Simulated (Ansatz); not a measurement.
Runs of Ansatz 0.2.0 on CdTe. The structure is orthorhombic, space group Cmcm (No. 63). The conventional cell has a = 6.131 Å, b = 6.189 Å, c = 6.091 Å, α = 90.00°, β = 90.00°, γ = 90.00°. Around Te (site symmetry m2m) lie 6 Cd at 3.03 to 3.16 Å. Cd (site symmetry m2m) is surrounded by 6 Te at 3.03 to 3.16 Å. Measurements of this composition are mostly on another form, of space group No. 216.

```csv
screening (1/Å),gap on the mesh (eV),pressure (GPa),largest force (eV/Å)
0.15,none,-1.1,0.10
0.2,none,-1.0,(a)
0.1,none,-1.1,0.10
0.3,none,-0.7,0.08
```

Alike in all rows: task single point; level HSE06 form with a typed share of exact exchange; potentials or basis Ansatz PAW; no spin polarisation; cell as given; k mesh 3 × 3 × 3; cutoff (eV) 420; smearing fermi-dirac 0.05 eV; the mesh is coarse, so values aren't converged.

Estimate the missing entries.

(a) 0.09.

Caveats: all runs use coarse meshes; the PAW data sets come from PBE, with cores solved anew for the run's functional, which leaves a small shift of forces and pressure; the thresholds are loose for stress.

A k mesh can miss the band edges, and the runs leave out spin-orbit coupling on Cd, Te.

A gap of «none» marks a metal or a gap under the smearing width.
